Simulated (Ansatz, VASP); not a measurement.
## Ta in VASP and in Ansatz

```xyz
1
Lattice="-1.6513 1.6513 1.6513 1.6513 -1.6513 1.6513 1.6513 1.6513 -1.6513" Properties=species:S:1:pos:R:3 pbc="T T T"
Ta    0.0000    0.0000    0.0000
```

Alike in both runs: task relaxation of cell and atoms; functional RPBE; dispersion D4; k mesh 11 × 11 × 11; occupations fermi-dirac, width 0.05 eV; no spin polarisation.

```csv
,VASP,Ansatz
version,VASP 6.6.1,Ansatz 0.2.0
potentials or method,"VASP PAW PBE potentials, release 64 (Ta_pv)",Ansatz PAW
plane-wave cutoff (eV),600,420
valence electrons in the cell,11,13
```

```tsv
	VASP	Ansatz	Ansatz less VASP
gap on the k mesh at the Fermi level, each at its own relaxed structure (eV)	none	none	-
relaxed volume (Å³/atom)	18.15	18.15	-0.005
relaxed cell length with the largest relative difference (Å)	2.868	2.867	-0.0003
```

A gap of «none» marks a metal or a gap that the smearing closes. The two sets of potentials don't hold the same shells in valence.

Caveats: pairwise dispersion overbinds metals, which lowers pressure and volume; the PAW data sets were made with another functional, which shifts forces and pressure a little (VASP); the plane-wave basis is chosen anew once the cell has moved, so the energies of steps on either side of that aren't comparable (Ansatz); the PAW data sets come from PBE, with cores solved anew for the run's functional, which leaves a small shift of forces and pressure (Ansatz). Spin-orbit coupling is left out, which matters for the levels of Ta. Zero-point motion and thermal expansion aren't in these numbers.
